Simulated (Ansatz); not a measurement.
# TaSi2: the cost of one run

Program: Ansatz 0.2.0. Level of theory: DFT r2SCAN, scalar-relativistic, plane waves, PAW. These are calculated values, not measurements.

2 further runs of the same task are left out: 2 set aside as unsound or not needed.

## 1. The system as given

Symmetry: P6_422, No. 181, hexagonal system. The conventional cell has a = 4.780 Å, b = 4.780 Å, c = 6.555 Å, α = 90.00°, β = 90.00°, γ = 120.00°. Ta (site symmetry 222) has 10 Si at 2.60 to 2.83 Å in its first shell of neighbours. Around Si (site symmetry 2) lie 5 Si at 2.55 to 2.83 Å and 5 Ta at 2.60 to 2.83 Å.

Structure file:

```
Ta Si
1.0
    -4.77997    0.00000    0.00000
    -2.38998   -4.13957    0.00000
     0.00000    0.00000   13.10951
Ta Si
6 12
Direct
  0.50000 0.00000 0.00000
  0.50000 0.00000 0.50000
  0.00000 0.50000 0.33333
  0.00000 0.50000 0.83333
  0.50000 0.50000 0.16667
  0.50000 0.50000 0.66667
  0.15827 0.68345 0.00000
  0.15827 0.68345 0.50000
  0.31655 0.84173 0.33333
  0.31655 0.84173 0.83333
  0.15827 0.15827 0.16667
  0.15827 0.15827 0.66667
  0.84173 0.31655 0.00000
  0.84173 0.31655 0.50000
  0.68345 0.15827 0.33333
  0.68345 0.15827 0.83333
  0.84173 0.84173 0.16667
  0.84173 0.84173 0.66667
```

It is built from the cell relaxed beforehand with the same method (14.41 Å³/atom).

## 2. The undisturbed cell

input.yaml reads:

```yaml
crystal:
  lattice:
    - [-4.779967538, 0.0, 0.0]
    - [-2.389983769, -4.1395733172, 0.0]
    - [0.0, 0.0, 13.1095107993]
  atoms:
    - { symbol: Ta, position: [0.5, 0.0, 0.0] }
    - { symbol: Ta, position: [0.5, 0.0, 0.5] }
    - { symbol: Ta, position: [1.0, 0.5, 0.3333333333] }
    - { symbol: Ta, position: [1.0, 0.5, 0.8333333333] }
    - { symbol: Ta, position: [0.5, 0.5, 0.1666666667] }
    - { symbol: Ta, position: [0.5, 0.5, 0.6666666667] }
    - { symbol: Si, position: [0.1582725696, 0.6834548607, 0.0] }
    - { symbol: Si, position: [0.1582725696, 0.6834548607, 0.5] }
    - { symbol: Si, position: [0.3165451393, 0.8417274304, 0.3333333333] }
    - { symbol: Si, position: [0.3165451393, 0.8417274304, 0.8333333333] }
    - { symbol: Si, position: [0.1582725696, 0.1582725696, 0.1666666667] }
    - { symbol: Si, position: [0.1582725696, 0.1582725696, 0.6666666667] }
    - { symbol: Si, position: [0.8417274304, 0.3165451393, 0.0] }
    - { symbol: Si, position: [0.8417274304, 0.3165451393, 0.5] }
    - { symbol: Si, position: [0.6834548607, 0.1582725696, 0.3333333333] }
    - { symbol: Si, position: [0.6834548607, 0.1582725696, 0.8333333333] }
    - { symbol: Si, position: [0.8417274304, 0.8417274304, 0.1666666667] }
    - { symbol: Si, position: [0.8417274304, 0.8417274304, 0.6666666667] }
basis:
  ecutwfc: 500
kpoints:
  mp_grid: { grid: [9, 9, 3] }
hamiltonian:
  xc: r2scan
scf:
  occupations: { method: gaussian, width: 0.15 }
output:
  forces: true
  stress: true
  eigenvalues: true
  write_density: true
  write_potential: true
  elf: true
  volumetric_format: npy
```

Launch:

```bash
$ ansatz run input.yaml --threads 2 --pin off --max-ram 5120MiB --backend cpu --events-out ev --progress --plain --runs-dir out
```

What time and memory should one allow on 2 threads of Arm Neoverse V2, shared host?

About 54 s, with a peak of 1.2 GiB.
